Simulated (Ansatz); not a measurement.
HfB2, 3 atoms in the cell. Symmetry: P6/mmm, No. 191, hexagonal system. Conventional cell: a = 3.140 Å, b = 3.140 Å, c = 3.480 Å, α = 90.00°, β = 90.00°, γ = 120.00°. Hf (site symmetry 6/mmm) has 12 B at 2.51 Å as nearest neighbours. B (site symmetry -6m2) is surrounded by 3 B at 1.81 Å. 

| Item | Value |
| --- | --- |
| Program | Ansatz 0.2.0 |
| Task | elastic constants |
| Functional | LDA |
| Potentials or basis | Ansatz PAW |
| Cutoff | 420 eV (not typed: the program's choice for these potentials) |
| k mesh | 7 × 7 × 6 |
| Occupations | fermi-dirac, width 0.05 eV |
| Spin | no spin polarisation |
| Atoms under strain | relaxed |

Potentials or basis: Ansatz PAW.

Command:

```sh
$ ansatz run input.yaml --threads 2 --pin off --max-ram 5632MiB --backend cpu --events-out ev --progress --plain --runs-dir out
```

Hardware: 2 threads of Intel(R) Xeon(R) Platinum 8488C (Sapphire Rapids) (shared host).

Q: Estimate the wall time of this run.

A: It took 9.7 s on 2 threads of Intel(R) Xeon(R) Platinum 8488C (Sapphire Rapids), with other jobs on the host, peak memory 0.42 GiB. Counts: scf iterations 95, plane waves 563, k points 32, bands 20, ion steps 9.
